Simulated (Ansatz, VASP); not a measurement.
# One calculation of N, two programs

INCAR

```
ALGO = Normal
EDIFF = 1E-7
ENCUT = 520
GGA = PS
ISIF = 2
ISMEAR = 0
LASPH = True
LCHARG = True
LELF = True
LREAL = False
LVHAR = True
LWAVE = False
NBANDS = 18
NELM = 60
PREC = Accurate
SIGMA = 0.05
```

KPOINTS

```
k-points
0
Gamma
  6 6 4
```

The input POSCAR:

```
N
1.0
    4.5006114355      0.0000000000      0.0000000000
   -2.2503057177      3.8976438357      0.0000000000
    0.0000000000      0.0000000000      6.7257633696
N
4
Direct
    0.3333333333      0.6666666667      0.3289300400
    0.3333333333      0.6666666667      0.1710699600
    0.6666666667      0.3333333333      0.8289300400
    0.6666666667      0.3333333333      0.6710699600
```

Input for Ansatz:

```yaml
crystal:
  lattice:
    - [4.5006114355, 0.0, 0.0]
    - [-2.2503057177, 3.8976438357, 0.0]
    - [0.0, 0.0, 6.7257633696]
  atoms:
    - { symbol: "N", position: [0.3333333333, 0.6666666667, 0.32893004] }
    - { symbol: "N", position: [0.3333333333, 0.6666666667, 0.17106996] }
    - { symbol: "N", position: [0.6666666667, 0.3333333333, 0.82893004] }
    - { symbol: "N", position: [0.6666666667, 0.3333333333, 0.67106996] }
basis:
  ecutwfc: 420
kpoints:
  mp_grid: { grid: [6, 6, 4] }
hamiltonian:
  xc: pbesol
scf:
  occupations: { method: gaussian, width: 0.05 }
output:
  forces: true
  stress: true
  eigenvalues: true
```

Change from the starting cell: strain +0.080 along x and y, -0.040 along z, atoms carried along.

Alike in both runs: task single point; functional PBEsol; k mesh 6 × 6 × 4; occupations gaussian, width 0.05 eV; no spin polarisation.

|  | VASP | Ansatz |
| --- | --- | --- |
| version | VASP 6.6.1 | Ansatz 0.2.0 |
| potentials or method | VASP PAW PBE potentials, release 64 (N) | scalar-relativistic, plane waves, PAW |
| plane-wave cutoff (eV) | 520 | 420 |
| valence electrons in the cell | 20 | 20 |

Ansatz gave:

- gap on the k mesh at the Fermi level (eV): 7.63
- least direct gap on the mesh (eV): 7.96
- pressure (GPa): 6.1
- largest component of the traceless stress (GPa): 12.01
- rms of the force components (eV/Å): 3.610

Problem. Which values does VASP return?

Solution. gap on the k mesh at the Fermi level (eV): 7.58; least direct gap on the mesh (eV): 7.90; pressure (GPa): 8.7; largest component of the traceless stress (GPa): 17.66; rms of the force components (eV/Å): 5.338.

Atom by atom the forces differ by 1.728 eV/Å (rms over components). The functional is the same, so the differences come from potentials, cutoffs and numerics.

Caveats: the standard files for N, O and F lose accuracy on very short bonds; the PAW data sets were made with another functional, which shifts forces and pressure a little (VASP). A k mesh can miss the band edges.
